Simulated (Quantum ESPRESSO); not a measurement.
**Ge: phonons with AM05**

**Measured values to compare with.**

“Temperature-dependent photoluminescence in Ge: experiment and theory”, 2020, arxiv:2003.00143 reports, for a bulk crystal of Ge at 0 K: band gap 0.744 eV (indirect).

Ge:

```xyz
2
Lattice="0.0000 2.8289 2.8289 2.8289 0.0000 2.8289 2.8289 2.8289 0.0000" Properties=species:S:1:pos:R:3 pbc="T T T"
Ge    4.2434    4.2434    4.2434
Ge    2.8289    2.8289    2.8289
```

```yaml
Program: Quantum ESPRESSO 7.5
Task: phonons
Functional: AM05
Potentials_or_basis: PseudoDojo 0.4.1 SR PBE standard
Cutoff: 1061 eV
Density_cutoff: 4245 eV
k_mesh: 8 × 8 × 8
Occupations: cold, width 0.136 eV
Spin: no spin polarisation
Mixing_beta: 0.5
Most_SCF_iterations: 120
SCF_threshold: 4e-10 Ry
```

The relaxed volume is 22.89 Å³/atom, the relaxed cell is a = 4.015 Å, b = 4.015 Å, c = 4.015 Å, α = 60.00°, β = 60.00°, γ = 60.00° and the space group after relaxing (to 0.05 Å) is Fd-3m (No. 227). The pressure after relaxing is 0.0 GPa, the band gap on the k mesh is none (metal or under the smearing width) and the highest phonon frequency at Γ is 279 cm⁻¹.

The path:
```tsv
step	energy change (eV)	largest force (eV/Å)	pressure (GPa)	volume (Å³)
1	0.0000	0.0000	0.74	45.28
2	-0.0006	0.0000	0.49	45.45
3	-0.0011	0.0000	0.21	45.64
4	-0.0011	0.0000	0.00	45.78
5	-0.0011	0.0000	0.00	45.78
```

Final structure:
```
CELL_PARAMETERS angstrom
0.00000 2.83924 2.83924
2.83924 0.00000 2.83924
2.83924 2.83924 0.00000
ATOMIC_POSITIONS crystal
Ge 0.75000 0.75000 0.75000
Ge 0.50000 0.50000 0.50000
```

Levels at points of the mesh, in eV from the Fermi level:
```
             k point  band 10  band 11  band 12  band 13  band 14  band 15  band 16  band 17  band 18  band 19
  (0.00, 0.00, 0.00)   -24.42   -12.73    -0.14    -0.02    -0.02    -0.02     2.52     2.52     2.52     6.38
 (0.00, 0.00, -0.50)   -24.39   -10.67    -7.58    -1.41    -1.41     0.10     3.72     3.72     7.12    10.48
(0.00, -0.50, -0.50)   -24.38    -8.89    -8.89    -3.06    -3.06     0.74     0.74     9.38     9.38    11.46
```

Phonon frequencies in cm⁻¹ (negative: imaginary):
```
              q point              frequencies
(0.000, 0.000, 0.000)  -17 -17 -17 279 279 279
```

Optical modes at Γ, degenerate ones joined:
```csv
cm⁻¹,components,symmetry,active in
279,3,T2g,Raman
```

It took 17 min on 1 thread of Arm Neoverse V1 (shared host), peak memory 0.11 GiB.

A measured gap of Ge is 0.744 eV (indirect; 0 K; “Temperature-dependent photoluminescence in Ge: experiment and theory”, 2020, arxiv:2003.00143); the calculated 0.00 eV misses it by -0.74 eV. 3 values of this kind are on record (0.666 to 0.807 eV); this one was drawn at random among those near their median. Spin-orbit coupling on Ge is left out. The value is that of AM05 on a finite k mesh, which can miss the band edges, without temperature or zero-point motion. Semilocal functionals fall short of measured gaps as a rule.

Caveat: the potentials were made for another functional, which shifts forces and pressure; this crystal is a semiconductor, whose small gap the functional closes, so the metal is an error of the method.
